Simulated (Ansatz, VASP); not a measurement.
This is a calculation of Ba for Ansatz 0.2.0.

File input.yaml:

```yaml
crystal:
  lattice:
    - [0.0, 3.1889749849, 3.1889749849]
    - [3.1889749849, 0.0, 3.1889749849]
    - [3.1889749849, 3.1889749849, 0.0]
  atoms:
    - { symbol: Ba, position: [0.0, 0.0, 0.0] }
hamiltonian:
  xc: pbe
  pseudopotentials: { kind: paw }
kpoints:
  mp_grid: { grid: [7, 7, 7] }
scf:
  occupations: { method: fermi_dirac, width: 0.05 }
output:
  forces: true
  stress: true
  eigenvalues: true
```

Potentials or basis: Ansatz PAW.

Command:

```bash
$ ansatz run input.yaml --threads 1 --pin off --max-ram 3584MiB --backend cpu --events-out ev --progress --plain --runs-dir out
```

**Question.** Translate it to VASP 6.6.1. Potentials there: VASP PAW PBE potentials, release 64 (Ba_sv).

**Answer.** As run (the cutoff follows the program's own potentials):

INCAR

```
PREC = Accurate
ENCUT = 520
EDIFF = 1E-7
ISMEAR = -1
SIGMA = 0.05
LREAL = False
LASPH = True
NELM = 100
ALGO = Normal
ISIF = 2
LWAVE = False
LCHARG = False
GGA = PE
NBANDS = 11
```

KPOINTS

```
regular mesh
0
Gamma
  7 7 7
```

Contents of POSCAR:

```
Ba
1.0
    0.0000000000      3.1889749849      3.1889749849
    3.1889749849      0.0000000000      3.1889749849
    3.1889749849      3.1889749849      0.0000000000
Ba
1
Direct
    0.0000000000      0.0000000000      0.0000000000
```

Potentials or basis: VASP PAW PBE potentials, release 64 (Ba_sv).

The run is started by

```console
$ cat potpaw_PBE.64/Ba_sv/POTCAR > POTCAR
$ mpirun -np 1 vasp_std > vasp.out
```

Both were run:

|  | VASP | Ansatz | Ansatz less VASP |
| --- | --- | --- | --- |
| gap on the k mesh at the Fermi level (eV) | none | none | - |
| pressure (GPa) | 0.0 | 0.0 | -0.04 |

A gap of «none» marks a metal or a gap that the smearing closes. With one functional, cell and mesh, what is left measures potentials, basis and numerics.

Spin-orbit coupling is left out, which matters for the levels of Ba.
